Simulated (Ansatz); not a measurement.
Stability checks on a candidate for TaN

It was relaxed at this level from a cell as deposited in COD.

These are results of Ansatz, DFT PBE, scalar-relativistic, plane waves, PAW, not measurements. Cutoff 420 eV, Γ-centred 24×24×20 mesh (2-atom cell), Gaussian smearing of 0.10 eV, no spin polarisation.

```
Ta N
1.0
     2.95021    0.00000    0.00000
    -1.47510    2.55496    0.00000
     0.00000    0.00000    2.89776
Ta N
1 1
Direct
  0.33333 0.66667 0.50000
  0.00000 0.00000 0.00000
```

Formation energies are uncorrected and refer to the elements' standard structures at the same level (N₂ as a molecule).

**Question.** These tests were run: energy against the elements; phonons at Γ. What do they show?

**Answer.**

```
                       test                        result
energy against the elements                 −1.13 eV/atom
               phonons at Γ  lowest optical mode 511 cm⁻¹
```

It fails none of these tests. Competing phases weren't compared here. Phonons away from Γ weren't computed.

These runs have no spin–orbit coupling, which can matter for Ta. The run for the phonons used a 24×24×20 k mesh and Fermi–Dirac smearing of 0.15 eV.
